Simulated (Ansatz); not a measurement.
Run this with Ansatz 0.2.0 through its Python package and show what comes out.

Script `eos.py`:
```python
# -*- coding: utf-8 -*-
'''Energy against volume for GaN, with a fit.'''

import ansatz as az
import numpy as np

VECTORS = np.array([
    [0.0, 2.135235, 2.135235],
    [2.135235, 0.0, 2.135235],
    [2.135235, 2.135235, 0.0],
])
SITES = [
    ('Ga', (0.0, 0.0, 0.0)),
    ('N', (0.5, 0.5, 0.5)),
]


def on_lattice(cell):
    crystal = az.Crystal(lattice=az.Lattice.of(cell))
    for symbol, position in SITES:
        crystal = crystal.atom(symbol, position)
    return crystal

# uniform scaling of the cell
volumes, energies, pressures = [], [], []
for scale in np.linspace(0.9, 1.1, 9):
    cell = VECTORS * scale ** (1 / 3)
    base = on_lattice(cell).calculation()
    base = base.functional('r2scan')
    base = base.basis(24 * az.Ha)
    base = base.occupations('fixed')
    base = base.mixing('anderson', beta=0.1)
    base = base.scf(tolerance=1e-05, extra_bands=4, algorithm='direct_min', self_checks='low')
    base = base.kpoints(8, 8, 8)
    base = base.stress()
    summary = base.run(threads=1).report
    volumes.append(abs(np.linalg.det(cell)) / len(SITES))
    energies.append(summary['free_energy_ev'] / len(SITES))
    pressures.append(np.trace(summary['stress_gpa']) / 3)
    print(f'V = {volumes[-1]:8.4f} A^3/atom  F = {energies[-1]:.5f} eV/atom  P = {pressures[-1]:8.3f} GPa')

# third-order Birch-Murnaghan: a cubic in V^(-2/3)
x = np.array(volumes) ** (-2 / 3)
poly = np.polynomial.Polynomial.fit(x, energies, 3).convert()
roots = poly.deriv().roots()
x0 = min((r.real for r in roots if abs(r.imag) < 1e-9 and poly.deriv(2)(r.real) > 0), key=lambda r: abs(r - x.mean()))
v0 = x0 ** -1.5
b0 = 4 / 9 * poly.deriv(2)(x0) * v0 ** (-7 / 3) * 160.21766
b1 = 4 + 2 / 3 * x0 * poly.deriv(3)(x0) / poly.deriv(2)(x0)
print(f'V0 = {v0:.4f} A^3/atom, B0 = {b0:.1f} GPa, dB/dP = {b1:.2f}')
```

```console
$ python eos.py
DeckWarning: output.stress: scf.convergence.dr2_threshold = 1e-5 eV is looser than the 2e-10 eV advised for a printed stress (1e-10 eV for each atom of the cell: 2). What an SCF threshold leaves in a [...]
V =   8.7615 A^3/atom  F = -2087.68534 eV/atom  P =   19.140 GPa
V =   9.0049 A^3/atom  F = -2087.70785 eV/atom  P =   10.685 GPa
V =   9.2483 A^3/atom  F = -2087.71838 eV/atom  P =    3.357 GPa
V =   9.4916 A^3/atom  F = -2087.71855 eV/atom  P =   -2.994 GPa
V =   9.7350 A^3/atom  F = -2087.70973 eV/atom  P =   -8.495 GPa
V =   9.9784 A^3/atom  F = -2087.69312 eV/atom  P =  -13.256 GPa
V =  10.2218 A^3/atom  F = -2087.66978 eV/atom  P =  -17.371 GPa
V =  10.4652 A^3/atom  F = -2087.64064 eV/atom  P =  -20.921 GPa
V =  10.7085 A^3/atom  F = -2087.60648 eV/atom  P =  -23.975 GPa
V0 = 9.3723 A^3/atom, B0 = 243.9 GPa, dB/dP = 4.57
```
(Warnings from the package without file and line, shortened.)

A third-order Birch-Murnaghan fit through the 9 points has its minimum at 9.37 Å³ an atom, 3.7 % below the typed cell, with a bulk modulus of 244 GPa and dB/dP = 4.6. From that minimum the energy rises by 34.3 meV an atom on the compressed side and 113.2 meV on the expanded side.

The settings weren't tested for convergence. For a gap this small the mesh is coarse, and bands can meet between its points. This is a high-temperature or high-pressure form, not the ambient phase. Pressure is positive in compression. At these settings the cell as given stands under about -8 GPa, so it isn't at this functional's equilibrium volume. The structure comes from a database of computed cells and needn't be a stable or known phase. Timing: 39 s on 1 thread of Intel(R) Xeon(R) Processor @ 2.30GHz, on a shared host, peak memory 0.58 GiB.
